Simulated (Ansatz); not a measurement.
# InP: band structure with PBE

**What was measured.**

A printed reference work, data compilation reports, for a bulk crystal of InP at 1.6 K: band gap 1.4236 eV (direct).

Crystal: InP.

```
CELL_PARAMETERS angstrom
0.00000 2.93050 2.93050
2.93050 0.00000 2.93050
2.93050 2.93050 0.00000
ATOMIC_POSITIONS crystal
In 0.00000 0.00000 0.00000
P 0.75000 0.75000 0.75000
```

```
Program             : Ansatz 0.2.0
Task                : band structure
Functional          : PBE
Potentials or basis : all-electron LAPW, scalar-relativistic
Cutoff              : 245 eV (chosen from the basis error)
Basis error allowed : 0.001 eV/atom
k mesh              : 8 × 8 × 8
Occupations         : fermi-dirac, width 0.05 eV
Spin                : no spin polarisation
```

```yaml
Pressure: 3.3 GPa
Band_gap_on_the_k_mesh: 0.71 eV, direct
Band_gap_along_the_path: 0.71 eV, direct
```

Levels at the corners of the path, in eV from the valence-band top:
```csv
point,band 15,band 16,band 17,band 18,band 19,band 20
Γ,0.00,0.00,0.00,0.71,4.09,4.09
X,-5.75,-2.32,-2.32,1.77,2.27,9.21
W,-5.60,-2.95,-2.91,4.29,4.38,5.57
K,-5.60,-3.30,-1.94,2.36,4.39,7.51
Γ,0.00,0.00,0.00,0.71,4.09,4.09
L,-5.73,-0.97,-0.97,1.50,4.81,4.81
U,-5.60,-3.30,-1.94,2.36,4.39,7.51
W,-5.60,-2.95,-2.91,4.29,4.38,5.57
```

Wall time 10 s on 1 thread of Intel(R) Xeon(R) Platinum 8488C (Sapphire Rapids), on a shared host, peak memory 0.3 GiB.

Measured gap of InP: 1.4236 eV (direct; 1.6 K; a printed reference work, data compilation). This calculation gives 0.71 eV (-0.71 eV). Spin-orbit coupling on In is left out. The value is that of PBE, without temperature or zero-point motion. Semilocal functionals fall short of measured gaps as a rule.

Caveat: spin-orbit coupling is left out, which moves the levels of the heavy elements.
